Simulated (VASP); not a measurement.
# SrCl2 (Fm-3m) in VASP: further runs, part 2 of 3

VASP 6.6.1. The steps go on from the part before.

## (3) Band structure, PBE

File POSCAR:

```
SrCl2
1.0
    0.0000000000      3.4883500000      3.4883500000
    3.4883500000      0.0000000000      3.4883500000
    3.4883500000      3.4883500000      0.0000000000
Sr Cl
1 2
Direct
    0.0000000000      0.0000000000      0.0000000000
    0.7500000000      0.7500000000      0.7500000000
    0.2500000000      0.2500000000      0.2500000000
```

File INCAR.step1:

```
SYSTEM = SrCl2
PREC = Accurate
ENCUT = 520
EDIFF = 1E-6
ISMEAR = 0
SIGMA = 0.02
LREAL = .False.
LASPH = .True.
NELM = 100
ALGO = Fast
ISIF = 2
LWAVE = .False.
LCHARG = .True.
GGA = PE
```

File KPOINTS.step1:

```
regular mesh
0
Gamma
  8 8 8
  0 0 0
```

File INCAR.step2:

```
SYSTEM = SrCl2
PREC = Accurate
ENCUT = 520
EDIFF = 1E-6
ISMEAR = 0
SIGMA = 0.05
LREAL = .False.
LASPH = .True.
NELM = 100
ALGO = Fast
ISIF = 2
LWAVE = .False.
LCHARG = .False.
GGA = PE
ICHARG = 11
```

File KPOINTS.step2:

```
path GXWKGLUWLK,UX
20
line-mode
reciprocal
 0.0000000000  0.0000000000  0.0000000000  G
 0.5000000000  0.0000000000  0.5000000000  X

 0.5000000000  0.0000000000  0.5000000000  X
 0.5000000000  0.2500000000  0.7500000000  W

 0.5000000000  0.2500000000  0.7500000000  W
 0.3750000000  0.3750000000  0.7500000000  K

 0.3750000000  0.3750000000  0.7500000000  K
 0.0000000000  0.0000000000  0.0000000000  G

 0.0000000000  0.0000000000  0.0000000000  G
 0.5000000000  0.5000000000  0.5000000000  L

 0.5000000000  0.5000000000  0.5000000000  L
 0.6250000000  0.2500000000  0.6250000000  U

 0.6250000000  0.2500000000  0.6250000000  U
 0.5000000000  0.2500000000  0.7500000000  W

 0.5000000000  0.2500000000  0.7500000000  W
 0.5000000000  0.5000000000  0.5000000000  L

 0.5000000000  0.5000000000  0.5000000000  L
 0.3750000000  0.3750000000  0.7500000000  K

 0.6250000000  0.2500000000  0.6250000000  U
 0.5000000000  0.0000000000  0.5000000000  X
```

Potentials or basis: VASP PAW PBE potentials, release 64 (Sr_sv, Cl).

Run with:

```console
> cat potpaw_PBE.64/Sr_sv/POTCAR potpaw_PBE.64/Cl/POTCAR > POTCAR
> cp INCAR.step1 INCAR
> cp KPOINTS.step1 KPOINTS
> mpirun -np 1 vasp_std > vasp.out
> cp INCAR.step2 INCAR
> cp KPOINTS.step2 KPOINTS
> mpirun -np 1 vasp_std > vasp.out
```

Wall time 2.8 min (1 thread of AMD EPYC 9R45 (Zen 5), shared host); peak memory 0.39 GiB.

The run converged. Its results:

```
Band gap on the k mesh  : 5.34 eV, indirect (least direct gap 5.51 eV)
Band gap along the path : 5.34 eV, indirect (least direct gap 5.51 eV)
```

Levels at the corners of the path, in eV from the valence-band top:
```csv
point,band 8,band 9,band 10,band 11,band 12,band 13,band 14,band 15,band 16
Γ,-2.13,-2.13,-0.34,-0.34,-0.34,5.34,6.10,6.10,9.04
X,-1.88,-1.88,-0.40,-0.40,0.00,5.51,7.04,7.60,8.01
X,-1.88,-1.88,-0.40,-0.40,0.00,5.51,7.04,7.61,8.01
W,-2.23,-1.21,-1.21,-0.32,-0.10,6.23,7.01,7.22,7.22
W,-2.23,-1.21,-1.21,-0.32,-0.10,6.23,7.01,7.22,7.22
K,-1.91,-1.72,-0.72,-0.54,-0.11,5.95,7.13,7.32,7.59
K,-1.91,-1.72,-0.72,-0.54,-0.11,5.95,7.13,7.33,7.61
Γ,-2.13,-2.13,-0.34,-0.34,-0.34,5.34,6.10,6.10,9.04
Γ,-2.13,-2.13,-0.34,-0.34,-0.34,5.34,6.10,6.10,9.04
L,-1.57,-1.50,-1.32,-1.05,-1.05,6.71,6.71,7.51,7.87
L,-1.57,-1.50,-1.32,-1.05,-1.05,6.71,6.71,7.51,7.87
U,-1.91,-1.72,-0.72,-0.54,-0.11,5.95,7.13,7.32,7.59
U,-1.91,-1.72,-0.72,-0.54,-0.11,5.95,7.13,7.32,7.58
W,-2.23,-1.21,-1.21,-0.32,-0.10,6.23,7.01,7.22,7.22
W,-2.23,-1.21,-1.21,-0.32,-0.10,6.23,7.01,7.22,7.22
L,-1.57,-1.50,-1.32,-1.05,-1.05,6.71,6.71,7.51,7.87
L,-1.57,-1.50,-1.32,-1.05,-1.05,6.71,6.71,7.51,7.87
K,-1.91,-1.72,-0.72,-0.54,-0.11,5.95,7.13,7.32,7.58
U,-1.91,-1.72,-0.72,-0.54,-0.11,5.95,7.13,7.32,7.59
X,-1.88,-1.88,-0.40,-0.40,0.00,5.51,7.04,7.60,8.01
```

Caveat: the log is that of the step along the path at fixed density, whose energy, stress, charges and moments have no meaning.

## (4) Band structure, r2SCAN

File INCAR:

```
SYSTEM = SrCl2
PREC = Accurate
ENCUT = 520
EDIFF = 1E-6
ISMEAR = 0
SIGMA = 0.02
LREAL = .False.
LASPH = .True.
NELM = 100
ALGO = Normal
ISIF = 2
LWAVE = .False.
LCHARG = .False.
METAGGA = R2SCAN
LMIXTAU = .True.
```

File KPOINTS:

```
regular mesh
0
Gamma
  8 8 8
  0 0 0
```

POSCAR is that of step 3.

File KPOINTS_OPT:

```
path GXWKGLUWLK,UX
20
line-mode
reciprocal
 0.0000000000  0.0000000000  0.0000000000  G
 0.5000000000  0.0000000000  0.5000000000  X

 0.5000000000  0.0000000000  0.5000000000  X
 0.5000000000  0.2500000000  0.7500000000  W

 0.5000000000  0.2500000000  0.7500000000  W
 0.3750000000  0.3750000000  0.7500000000  K

 0.3750000000  0.3750000000  0.7500000000  K
 0.0000000000  0.0000000000  0.0000000000  G

 0.0000000000  0.0000000000  0.0000000000  G
 0.5000000000  0.5000000000  0.5000000000  L

 0.5000000000  0.5000000000  0.5000000000  L
 0.6250000000  0.2500000000  0.6250000000  U

 0.6250000000  0.2500000000  0.6250000000  U
 0.5000000000  0.2500000000  0.7500000000  W

 0.5000000000  0.2500000000  0.7500000000  W
 0.5000000000  0.5000000000  0.5000000000  L

 0.5000000000  0.5000000000  0.5000000000  L
 0.3750000000  0.3750000000  0.7500000000  K

 0.6250000000  0.2500000000  0.6250000000  U
 0.5000000000  0.0000000000  0.5000000000  X
```

Potentials or basis: VASP PAW PBE potentials, release 64 (Sr_sv, Cl).

Run with:

```console
> cat potpaw_PBE.64/Sr_sv/POTCAR potpaw_PBE.64/Cl/POTCAR > POTCAR
> mpirun -np 1 vasp_std > vasp.out
```

OUTCAR:

```text
SYSTEM = SrCl2
   PREC = Accurate
   ENCUT = 520
   EDIFF = 1E-6
   ISMEAR = 0
   LREAL = .False.
   LASPH = .True.
   NELM = 100
   ISIF = 2
   METAGGA = R2SCAN

 ion  position               nearest neighbor table
   1  0.000  0.000  0.000-   2 3.02   2 3.02   2 3.02   2 3.02   3 3.02   3 3.02   3 3.02   3 3.02

   2  0.750  0.750  0.750-   1 3.02   1 3.02   1 3.02   1 3.02
   3  0.250  0.250  0.250-   1 3.02   1 3.02   1 3.02   1 3.02

  LATTYP: Found a face centered cubic cell.
 ALAT       =     6.9767000000

  Lattice vectors:

 A1 = (   0.0000000000,   3.4883500000,   3.4883500000)
 A2 = (   3.4883500000,   0.0000000000,   3.4883500000)
 A3 = (   3.4883500000,   3.4883500000,   0.0000000000)

Analysis of symmetry for initial positions (statically):
=====================================================================
 Subroutine PRICEL returns:
 Original cell was already a primitive cell.

 Routine SETGRP: Setting up the symmetry group for a
 face centered cubic supercell.

 Subroutine GETGRP returns: Found 48 space group operations
 (whereof 48 operations were pure point group operations)
 out of a pool of 48 trial point group operations.

The static configuration has the point symmetry O_h .

Analysis of symmetry for dynamics (positions and initial velocities):
=====================================================================
 Subroutine PRICEL returns:
 Original cell was already a primitive cell.

 Routine SETGRP: Setting up the symmetry group for a
 face centered cubic supercell.

 Subroutine GETGRP returns: Found 48 space group operations
 (whereof 48 operations were pure point group operations)
 out of a pool of 48 trial point group operations.

The dynamic configuration has the point symmetry O_h .

 Subroutine INISYM returns: Found 48 space group operations
 (whereof 48 operations are pure point group operations),
 and found     1 'primitive' translations

[... 118 lines left out ...]
  Fermi-wavevector in a.u.,A,eV,Ry     =   1.074439  2.030396 15.706833  1.154420
  Thomas-Fermi vector in A             =   2.210267
   LORBIT       =      0    0 simple, 1 ext, 2 COOP (PROOUT), +10 PAW based schemes
   METAGGA = R2SCAN    functional components
   LHFCALC =     F    Hartree Fock is set to
   AEXX    =    0.0000 exact exchange contribution
   IVDW    =     0    specifies the selected vdW correction
   LEPSILON=     F    determine dielectric tensor
   LRPA    =     F    only Hartree local field effects (RPA)
 non-spin polarized calculation
 Gauss-broadening in eV      SIGMA  =   0.02
  energy-cutoff  :      520.00
  volume of cell :       84.90
 maximum number of plane-waves:      2303
 NGX is ok and might be reduce to    40
   NGX = 19   NGY = 19   NGZ = 19

 number of electron      24.0000003 magnetization

 Free energy of the ion-electron system (eV)
  ---------------------------------------------------
  ext. energy  EPLUGINS =         0.00000000
  ---------------------------------------------------
  free energy    TOTEN  =       -35.69594776 eV

  energy without entropy =      -35.69594776  energy(sigma->0) =      -35.69594776

 E-fermi :  -0.0410     XC(G=0):  -8.7678

 val. band max:       -0.2214887191   @ k =   0.5000   0.5000   0.0000
 cond. band min:       5.7459684202   @ k =   0.0000   0.0000   0.0000
 fundamental gap:      5.9674571394
 Fermi energy:        -0.0410188386

 k-point     1 :       0.0000    0.0000    0.0000
  band No.  band energies     occupation
      1     -34.1706      2.00000
      2     -15.5406      2.00000
      3     -15.5406      2.00000
      4     -15.5406      2.00000
      5     -14.1092      2.00000
      6     -13.2344      2.00000
[... 433 lines left out ...]
      3     -15.6635      2.00000
      4     -15.5617      2.00000
      5     -13.5516      2.00000
      6     -13.3533      2.00000
[... 8 lines left out ...]
     15       7.9014      0.00000
     16       8.1737      0.00000

 [... further k-points ...]

------------------------ aborting loop because EDIFF is reached ----------------------------------------

  FORCE on cell =-STRESS in cart. coord.  units (eV):
  Direction    XX          YY          ZZ          XY          YZ          ZX
  --------------------------------------------------------------------------------------
  -------------------------------------------------------------------------------------
  Total        0.1930902      0.1930902      0.1930902      0.0000000      0.0000000      0.0000000
  in kB        3.6440185      3.6440185      3.6440185      0.0000000      0.0000000      0.0000000
  external PRESSURE =       3.6440185 kB  Pullay stress =       0.0000000 kB

 VOLUME and BASIS-vectors are now :
 -----------------------------------------------------------------------------
  energy-cutoff  :      520.00
  volume of cell :       84.90
      direct lattice vectors                 reciprocal lattice vectors
     0.000000000  3.488350000  3.488350000    -0.143334241  0.143334241  0.143334241
     3.488350000  0.000000000  3.488350000     0.143334241 -0.143334241  0.143334241
     3.488350000  3.488350000  0.000000000     0.143334241  0.143334241 -0.143334241

 POSITION                                       TOTAL-FORCE (eV/Angst)
 -----------------------------------------------------------------------------------
      0.00000      0.00000      0.00000         0.000000      0.000000      0.000000
      5.23252      5.23252      5.23252        -0.000000     -0.000000     -0.000000
      1.74418      1.74418      1.74418         0.000000      0.000000      0.000000
 -----------------------------------------------------------------------------------
    total drift:                               -0.000000     -0.000000      0.000000

  FREE ENERGIE OF THE ION-ELECTRON SYSTEM (eV)
  ---------------------------------------------------
  free  energy   TOTEN  =       -35.6959477621 eV

  energy  without entropy=      -35.6959477621  energy(sigma->0) =      -35.69594776
```

OSZICAR:

```text
N       E                     dE             d eps       ncg     rms          rms(c)
DAV:   1     0.124607492707E+03    0.12461E+03   -0.11848E+04   928   0.137E+03
DAV:   2    -0.330447059086E+02   -0.15765E+03   -0.15443E+03  1232   0.258E+02
DAV:   3    -0.423303616956E+02   -0.92857E+01   -0.92751E+01  1472   0.662E+01
DAV:   4    -0.425655893596E+02   -0.23523E+00   -0.23511E+00  1496   0.813E+00
DAV:   5    -0.425682285102E+02   -0.26392E-02   -0.26387E-02  1368   0.819E-01    0.116E+01
DAV:   6    -0.362464020261E+02    0.63218E+01   -0.24002E+00  1544   0.120E+01    0.829E+00
DAV:   7    -0.348668288748E+02    0.13796E+01   -0.97653E-01  1384   0.101E+01    0.117E+00
DAV:   8    -0.357237945547E+02   -0.85697E+00   -0.10466E+00  1200   0.952E+00    0.203E+00
DAV:   9    -0.350958575167E+02    0.62794E+00   -0.12929E-01  1256   0.461E+00    0.151E+00
DAV:  10    -0.352038602773E+02   -0.10800E+00   -0.17741E-02  1448   0.155E+00    0.129E+00
[... 58 further cycles ...]
DAV:   8    -0.681027712674E+04   -0.12877E-05     1176
DAV:   9    -0.681027712687E+04   -0.13213E-06      984
       N       E                     dE             ncg
DAV:   1     0.532818719568E+03   -0.20232E+05      832
DAV:   2    -0.362315588214E+04   -0.41560E+04     1144
DAV:   3    -0.384862250441E+04   -0.22547E+03     1144
DAV:   4    -0.385585706551E+04   -0.72346E+01     1480
DAV:   5    -0.385591543375E+04   -0.58368E-01     1192
DAV:   6    -0.385591613292E+04   -0.69917E-03     1272
DAV:   7    -0.385591616295E+04   -0.30034E-04     1256
DAV:   8    -0.385591616353E+04   -0.58321E-06     1008
```

It took 9.9 min on 1 thread of AMD EPYC 9R45 (Zen 5), shared host; peak memory 0.24 GiB.

Results:

```
Free energy             : -35.6959 eV
Pressure                : 0.4 GPa
Band gap on the k mesh  : 5.97 eV, indirect (least direct gap 5.99 eV)
Band gap along the path : 5.97 eV, indirect (least direct gap 5.99 eV)
```

Levels at the corners of the path, in eV from the valence-band top:
```
point  band 8  band 9  band 10  band 11  band 12  band 13  band 14  band 15  band 16
    Γ   -2.15   -2.15    -0.35    -0.35    -0.35     5.97     6.69     6.69     9.62
    X   -1.92   -1.92    -0.40    -0.40     0.00     5.99     7.79     8.22     8.71
    X   -1.92   -1.92    -0.40    -0.40     0.00     5.99     7.79     8.22     8.71
    W   -2.27   -1.23    -1.23    -0.31    -0.11     6.68     7.62     7.95     7.95
    W   -2.27   -1.23    -1.23    -0.31    -0.11     6.68     7.62     7.95     7.95
    K   -1.94   -1.76    -0.72    -0.54    -0.11     6.43     7.86     7.92     8.31
    K   -1.94   -1.76    -0.72    -0.54    -0.11     6.43     7.86     7.92     8.31
    Γ   -2.15   -2.15    -0.35    -0.35    -0.35     5.97     6.69     6.69     9.62
    Γ   -2.15   -2.15    -0.35    -0.35    -0.35     5.97     6.69     6.69     9.63
    L   -1.58   -1.48    -1.34    -1.07    -1.07     7.29     7.29     8.23     8.26
    L   -1.58   -1.48    -1.34    -1.07    -1.07     7.29     7.29     8.23     8.26
    U   -1.94   -1.76    -0.72    -0.54    -0.11     6.43     7.86     7.92     8.31
    U   -1.94   -1.76    -0.72    -0.54    -0.11     6.43     7.86     7.92     8.31
    W   -2.27   -1.23    -1.23    -0.31    -0.11     6.68     7.62     7.95     7.95
    W   -2.27   -1.23    -1.23    -0.31    -0.11     6.68     7.62     7.95     7.95
    L   -1.58   -1.48    -1.34    -1.07    -1.07     7.29     7.29     8.23     8.26
    L   -1.58   -1.48    -1.34    -1.07    -1.07     7.29     7.29     8.23     8.26
    K   -1.94   -1.76    -0.72    -0.54    -0.11     6.43     7.86     7.92     8.31
    U   -1.94   -1.76    -0.72    -0.54    -0.11     6.43     7.86     7.92     8.31
    X   -1.92   -1.92    -0.40    -0.40     0.00     5.99     7.79     8.22     8.71
```

Caveat: the PAW data sets were made with another functional, which shifts forces and pressure a little. r2SCAN opens gaps a little over a GGA but as a rule still falls short of measured ones.

## (5) Equation of state, r2SCAN, 27.44 Å³/atom (a relaxed cell with its volume scaled by 0.96)

File INCAR:

```
PREC = Accurate
ENCUT = 520
EDIFF = 1E-6
ISMEAR = 0
SIGMA = 0.02
LREAL = False
LASPH = True
NELM = 100
ALGO = Normal
ISIF = 2
LWAVE = False
LCHARG = False
METAGGA = R2SCAN
LMIXTAU = True
```

File KPOINTS:

```
regular mesh
0
Gamma
  6 6 6
```

File POSCAR:

```
SrCl2                                   
1.0
   -0.0000000000      3.4527942702      3.4527942702
    3.4527942702     -0.0000000000      3.4527942702
    3.4527942702      3.4527942702      0.0000000000
  Sr              Cl            
     1     2
Direct
     1.0000000000000000    1.0000000000000000    1.0000000000000000
     0.7500000000000000    0.7500000000000000    0.7500000000000000
     0.2500000000000000    0.2500000000000000    0.2500000000000000
```

Run with:

```console
> cat potpaw_PBE.64/Sr_sv/POTCAR potpaw_PBE.64/Cl/POTCAR > POTCAR
> mpirun -np 1 vasp_std > vasp.out
```

Wall time 51 s (1 thread of Intel Xeon 6975P-C (Granite Rapids), shared host); peak memory 0.22 GiB.

The run converged. Its results:

| Quantity | Value |
| --- | --- |
| Free energy | -35.6792 eV |
| Pressure | 1.6 GPa |
| Band gap on the k mesh | 5.97 eV, direct |

Caveat: the PAW data sets were made with another functional, which shifts forces and pressure a little.

## (6) Equation of state, r2SCAN, 28.01 Å³/atom (a relaxed cell with its volume scaled by 0.98)

INCAR is that of step 5.

KPOINTS is that of step 5.

File POSCAR:

```
SrCl2                                   
1.0
   -0.0000000000      3.4766073970      3.4766073970
    3.4766073970     -0.0000000000      3.4766073970
    3.4766073970      3.4766073970      0.0000000000
  Sr              Cl            
     1     2
Direct
     1.0000000000000000    1.0000000000000000    1.0000000000000000
     0.7500000000000000    0.7500000000000000    0.7500000000000000
     0.2500000000000000    0.2500000000000000    0.2500000000000000
```

Potentials or basis: VASP PAW PBE potentials, release 64 (Sr_sv, Cl).

Run with:

```console
> cat potpaw_PBE.64/Sr_sv/POTCAR potpaw_PBE.64/Cl/POTCAR > POTCAR
> mpirun -np 1 vasp_std > vasp.out
```

Wall time 66 s (1 thread of Intel Xeon 6975P-C (Granite Rapids), shared host); peak memory 0.26 GiB.

The run converged. Its results:

| Item | Value |
| --- | --- |
| Free energy | -35.6927 eV |
| Pressure | 0.8 GPa |
| Band gap on the k mesh | 5.99 eV, direct |

Caveat: the PAW data sets were made with another functional, which shifts forces and pressure a little.

## (7) Equation of state, r2SCAN, 28.59 Å³/atom

INCAR is that of step 6.

KPOINTS is that of step 6.

File POSCAR:

```
SrCl2                                   
1.0
   -0.0000000000      3.5000987001      3.5000987001
    3.5000987001     -0.0000000000      3.5000987001
    3.5000987001      3.5000987001      0.0000000000
  Sr              Cl            
     1     2
Direct
     1.0000000000000000    1.0000000000000000    1.0000000000000000
     0.7500000000000000    0.7500000000000000    0.7500000000000000
     0.2500000000000000    0.2500000000000000    0.2500000000000000
```

Run with:

```console
> cat potpaw_PBE.64/Sr_sv/POTCAR potpaw_PBE.64/Cl/POTCAR > POTCAR
> mpirun -np 1 vasp_std > vasp.out
```

It took 64 s on 1 thread of Intel Xeon 6975P-C (Granite Rapids), shared host; peak memory 0.26 GiB.

It converged, with:

* Free energy: -35.6971 eV
* Pressure: 0.0 GPa
* Band gap on the k mesh: 5.93 eV, indirect (least direct gap 6.00 eV)

Caveat: the PAW data sets were made with another functional, which shifts forces and pressure a little.

(Continued in part 3 of 3.)
